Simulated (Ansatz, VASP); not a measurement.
**Two plane-wave programs on KBr**

The input INCAR:

```
SYSTEM = KBr
ALGO = Normal
EDIFF = 1E-6
ENCUT = 520
GGA = PE
ISIF = 2
ISMEAR = 0
LASPH = .TRUE.
LCHARG = .FALSE.
LREAL = .FALSE.
LWAVE = .FALSE.
NBANDS = 15
NELM = 60
PREC = Accurate
SIGMA = 0.02
```

Contents of KPOINTS:

```
k-points
0
G
  6 6 6
  0 0 0
```

File POSCAR:

```
KBr
1.0
    0.0000000000      3.3166027152      3.3166027152
    3.3166027152      0.0000000000      3.3166027152
    3.3166027152      3.3166027152      0.0000000000
K Br
1 1
Direct
    0.0000000000      0.0000000000      0.0000000000
    0.5000000000      0.5000000000      0.5000000000
```

Input for Ansatz:

```yaml
crystal:
  lattice:
    - [0.0, 3.3166027152, 3.3166027152]
    - [3.3166027152, 0.0, 3.3166027152]
    - [3.3166027152, 3.3166027152, 0.0]
  atoms:
    - { symbol: K, position: [0.0, 0.0, 0.0] }
    - { symbol: Br, position: [0.5, 0.5, 0.5] }
basis:
  ecutwfc: 420
kpoints:
  mp_grid: { grid: [6, 6, 6] }
hamiltonian:
  xc: pbe
scf:
  occupations: { method: gaussian, width: 0.02 }
output:
  forces: true
  stress: true
  eigenvalues: true
```

Alike in both runs: task single point; functional PBE; k mesh 6 × 6 × 6; occupations gaussian, width 0.02 eV; no spin polarisation.

```csv
,VASP,Ansatz
version,VASP 6.6.1,Ansatz 0.2.0
potentials or method,"VASP PAW PBE potentials, release 64 (K_sv, Br)","scalar-relativistic, plane waves, PAW"
plane-wave cutoff (eV),520,420
valence electrons in the cell,16,16
```

Ansatz gave:

* gap on the k mesh at the Fermi level (eV): 4.40
* least direct gap on the mesh (eV): 4.40
* pressure (GPa): 0.5

Q: Estimate VASP's values.

A: gap on the k mesh at the Fermi level (eV): 4.39; least direct gap on the mesh (eV): 4.39; pressure (GPa): 0.5.

As with any semilocal functional, this PBE gap is likely too small.
